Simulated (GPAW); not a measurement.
# Bi: equation of state with PBEsol

Bi:

```
Bi
1.0
    -1.98143    1.98143    1.98143
     1.98143   -1.98143    1.98143
     1.98143    1.98143   -1.98143
Bi
1
Direct
  0.00000 0.00000 0.00000
```

This isn't the form of Bi at room conditions, which is rhombohedral.

```yaml
Program: GPAW 26.7.0
Task: equation of state
Functional: PBEsol
Potentials_or_basis: PAW data sets generated in the run's folder for this functional
Cutoff: 600 eV
Basis: pw
k_mesh: 9 × 9 × 9
Occupations: fermi-dirac, width 0.05 eV
Spin: no spin polarisation
Maxiter: 150
Eos_scales: "[0.94, 0.96, 0.98, 1.0, 1.02, 1.04, 1.06]"
```

```
Equilibrium volume                      : 29.98 Å³/atom
Bulk modulus                            : 60 GPa
Pressure derivative of the bulk modulus : 4.2 (rough: it moves with the points fitted)
```

Energy against volume, from the lowest point:
```tsv
volume (Å³/atom)	energy (meV/atom)
29.250	3.34
29.872	0.00
30.495	1.49
31.117	7.41
31.739	17.32
32.362	30.78
32.984	47.37
```

Run time: 32 s on 1 thread of Intel(R) Xeon(R) 6975P-C (Granite Rapids), with other jobs on the host, peak memory 0.19 GiB.
